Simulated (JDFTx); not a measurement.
**SnTe under changes of volume**

One of the cells (31.281 Å³/atom); the others are scaled copies at fixed shape and fractional positions:

```
Te Sn
1.0
     0.00000    3.15085    3.15085
     3.15085    0.00000    3.15085
     3.15085    3.15085    0.00000
Te Sn
1 1
Direct
  0.50000 0.50000 0.50000
  0.00000 0.00000 0.00000
```

| Item | Value |
| --- | --- |
| Program | JDFTx 1.7.0 (patched build) |
| Functional | PBEsol |
| Potentials or basis | PseudoDojo-SR-PBEsol-0.4.1-standard with smoothed tails |
| Cutoff | 1088 eV |
| Density cutoff | 8708 eV |
| k mesh | 7 × 7 × 7 |
| Occupations | fermi-dirac, width 0.05 eV |
| Spin | no spin polarisation |

| volume (Å³/atom) | energy over the lowest point (meV/atom) | pressure (GPa) |
| --- | --- | --- |
| 29.404 | 14.38 | 2.9 |
| 30.030 | 5.29 | 1.7 |
| 30.656 | ? | ? |
| 31.281 | 0.00 | -0.3 |
| 31.907 | 2.89 | -1.2 |
| 32.532 | 8.99 | -2.0 |
| 33.158 | 17.95 | -2.7 |

**Question.** What does the run at 30.656 Å³/atom give?

**Answer.** Energy over the lowest point 0.65 meV/atom; pressure 0.6 GPa.

Worked out: A Birch-Murnaghan fit of order 3 (a polynomial in V^(-2/3)) to the other rows has its minimum at 31.08 Å³/atom with B0 = V·E''(V) = 47 GPa and B' = 4.5. It gives 0.65 meV/atom at 30.656 Å³/atom, against the run's 0.65, and -dE/dV = 0.7 GPa, against 0.6.

Energies are extrapolated to zero smearing.
